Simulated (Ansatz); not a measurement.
# SnSe (CsCl type): how the settings move a single-point run

How sensitive is a single-point run of SnSe (CsCl type) to its settings? A reference run comes first, then one run with altered input.

Method: reference: DFT, PBE, PAW with Ansatz's default frozen-core files, scalar-relativistic, in Ansatz 0.2.0.

## 1. The system as given

It takes space group Pm-3m (No. 221, cubic). The conventional cell has a = 3.553 Å, b = 3.553 Å, c = 3.553 Å, α = 90.00°, β = 90.00°, γ = 90.00°. Sn (site symmetry m-3m) has 8 Se at 3.08 Å as nearest neighbours. Se (site symmetry m-3m) is surrounded by 8 Sn at 3.08 Å.

Coordinates:

```cif
data_structure
_symmetry_space_group_name_H-M 'P 1'
_symmetry_Int_Tables_number 1
_cell_length_a 3.5530
_cell_length_b 3.5530
_cell_length_c 3.5530
_cell_angle_alpha 90.000
_cell_angle_beta 90.000
_cell_angle_gamma 90.000
_cell_volume 44.85
loop_
_atom_site_label
_atom_site_type_symbol
_atom_site_fract_x
_atom_site_fract_y
_atom_site_fract_z
_atom_site_occupancy
Sn1 Sn 0.00000 0.00000 0.00000 1
Se1 Se 0.50000 0.50000 0.50000 1
```

## 2. The reference run

Input file input.yaml:

```yaml
crystal:
  lattice:
    - [3.5530453906, 0.0, 0.0]
    - [0.0, 3.5530453906, 0.0]
    - [0.0, 0.0, 3.5530453906]
  atoms:
    - { symbol: Sn, position: [0.0, 0.0, 0.0] }
    - { symbol: Se, position: [0.5, 0.5, 0.5] }
kpoints:
  mp_grid: { grid: [14, 14, 14] }
scf:
  occupations: { method: fermi_dirac, width: 0.1 }
hamiltonian:
  xc: pbe
  pseudopotentials: { kind: paw }
output:
  forces: true
  stress: true
  eigenvalues: true
  populations: true
```

Run with:

```
ansatz run input.yaml --threads 1 --pin off --max-ram 2048MiB --backend cpu --events-out ev --progress --plain --runs-dir out
```

## 3. Changed: starting moments, spin_polarized true

Edit input.yaml of step 2 so:

```diff
@@ -6,4 +6,4 @@
   atoms:
-    - { symbol: Sn, position: [0.0, 0.0, 0.0] }
-    - { symbol: Se, position: [0.5, 0.5, 0.5] }
+    - { symbol: Sn, position: [0.0, 0.0, 0.0], spin: 2.0 }
+    - { symbol: Se, position: [0.5, 0.5, 0.5], spin: 3.0 }
 kpoints:
@@ -20 +20,3 @@
   populations: true
+magnetization:
+  spin_polarized: true
```

**Question.** What will these runs give? Wanted: for each run, ending; energy change; pressure; gap; force.

**Answer**, as computed:

| run | ending | energy change | pressure (GPa) | gap (eV) | force (eV/Å) | cycles | time |
| --- | --- | --- | --- | --- | --- | --- | --- |
| reference | converged | 0 | 6.3 | 0.00 | 0.00 | 7 | 7.8 s |
| 1: starting moments, spin_polarized true | converged | 0.0 meV/atom | 6.3 | 0.00 | 0.00 | 14 | 25 s |

Residual by cycle in the longest SCF loop of each run; runs are numbered as in the table. The quantity is the density residual dr2, in eV.

| cycle | reference | run 1 |
| --- | --- | --- |
| 1 | 0.00312 | 0.606 |
| 2 | 0.0011 | 0.353 |
| 3 | 8.3e-5 | 0.0136 |
| 5 | 2.7e-6 | 8.7e-4 |
| 6 | 1.3e-7 | 1.6e-4 |
| 7 | 2.1e-8 | 4.0e-5 |
| 8 | - | 2.2e-5 |
| 9 | - | 1.6e-6 |
| 10 | - | 4.1e-7 |
| 12 | - | 2.2e-8 |
| 13 | - | 1.5e-9 |
| 14 | - | 5.7e-11 |

What this shows: With the changed spin polarisation the energy stays within 0.5 meV/atom: no moment survives, so both runs end on the same non-magnetic state. Semilocal functionals close small gaps, so the missing gap need not be the real solid's.
